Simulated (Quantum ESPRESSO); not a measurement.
# CdSe (Cadmoselite): band structure with r2SCAN

**What was measured.**

From a printed reference work, data compilation, for a bulk crystal of CdSe at 2 K: band gap 1.841 eV.

Crystal: CdSe (Cadmoselite).

```xyz
4
Lattice="4.3000 0.0000 0.0000 -2.1500 3.7239 0.0000 0.0000 0.0000 7.0200" Properties=species:S:1:pos:R:3 pbc="T T T"
Cd    2.1500    1.2413    3.5100
Cd    0.0000    2.4826    0.0000
Se    2.1500    1.2413    6.2127
Se    0.0000    2.4826    2.7027
```

```json
{
  "Program": "Quantum ESPRESSO 7.5",
  "Task": "band structure",
  "Functional": "r2SCAN",
  "Potentials or basis": "SG15 PBE 1.2",
  "Cutoff": "952 eV",
  "Density cutoff": "3810 eV",
  "k mesh": "7 × 7 × 4",
  "Occupations": "fermi-dirac, width 0.05 eV",
  "Spin": "no spin polarisation",
  "Symmetry": "off",
  "Mixing beta": "0.5",
  "Most SCF iterations": "120",
  "SCF threshold": "1e-08 Ry"
}
```

```json
{
  "Pressure": "1.7 GPa",
  "Largest force": "0.282 eV/Å",
  "Band gap on the k mesh": "1.00 eV, direct",
  "Band gap along the path": "1.00 eV, direct"
}
```

Forces in eV/Å, atoms in the order of the input:
```
Cd   0.000  0.000  0.282
Cd   0.000  0.000  0.282
Se   0.000  0.000 -0.282
Se   0.000  0.000 -0.282
```

Stress tensor (GPa, compression positive):
```
2.39 0.00 0.00
0.00 2.39 0.00
0.00 0.00 0.34
```

Levels at the corners of the path, in eV from the valence-band top:
```
point  band 23  band 24  band 25  band 26  band 27  band 28  band 29  band 30
    Γ    -0.73    -0.01     0.00     0.00     1.00     2.43     6.38     6.38
    M    -2.61    -1.90    -1.26    -0.85     3.56     3.58     5.10     6.58
    K    -3.14    -1.82    -1.82    -1.82     4.63     5.16     5.16     7.39
    Γ    -0.73    -0.01     0.00     0.00     1.00     2.43     6.38     6.38
    A    -0.38    -0.38    -0.38    -0.38     2.65     2.65     6.24     6.24
    L    -1.41    -1.41    -1.32    -1.32     3.29     3.29     5.15     5.15
    H    -2.54    -2.54    -1.08    -1.08     4.16     4.16     6.20     6.20
    A    -0.38    -0.38    -0.38    -0.38     2.65     2.65     6.24     6.24
    L    -1.41    -1.41    -1.32    -1.32     3.29     3.29     5.15     5.15
    M    -2.61    -1.90    -1.26    -0.85     3.56     3.58     5.10     6.58
    K    -3.14    -1.82    -1.82    -1.82     4.63     5.16     5.16     7.39
    H    -2.54    -2.54    -1.08    -1.08     4.16     4.16     6.20     6.20
```

It took 5.1 min on 4 MPI ranks on Intel(R) Xeon(R) 6975P-C (Granite Rapids), with other jobs on the host, peak memory 0.96 GiB a rank.

Against the measured gap of CdSe, 1.841 eV (2 K; a printed reference work, data compilation), the calculated 1.00 eV is off by -0.84 eV. Spin-orbit coupling on Cd, Se is left out. The value is that of r2SCAN, without temperature or zero-point motion.

Caveat: the potentials were made for another functional, which shifts forces and pressure.
